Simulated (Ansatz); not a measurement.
The system is KZnF3.

```
Zn K F
1.0
     4.05000    0.00000    0.00000
     0.00000    4.05000    0.00000
     0.00000    0.00000    4.05000
Zn K F
1 1 3
Direct
  0.50000 0.50000 0.50000
  0.00000 0.00000 0.00000
  0.50000 0.00000 0.50000
  0.00000 0.50000 0.50000
  0.50000 0.50000 0.00000
```

Base run:

| Item | Value |
| --- | --- |
| Program | Ansatz 0.2.0 |
| Functional | PBE |
| Potentials or basis | all-electron LAPW, scalar-relativistic |
| Cutoff | 384 eV |
| Density cutoff | 1538 eV |
| Basis error allowed | 0.002 eV/atom |
| k mesh | 7 × 7 × 7 |
| Occupations | fermi-dirac, width 0.05 eV |
| Spin | no spin polarisation |

Its results: band gap on the k mesh 3.99 eV, indirect (least direct gap 5.68 eV); pressure 4.5 GPa.

Problem. The run is repeated on the same cell with these changes: functional from PBE to LDA. What comes out?

Solution. Band gap on the k mesh 3.75 eV, indirect (least direct gap 5.40 eV); pressure -4.8 GPa.

LDA binds more tightly than PBE, so the same cell stands under less pressure.

Caveats: the mesh misses the band edges, which the band path finds closer together.

Not every run made on this cell is shown here.
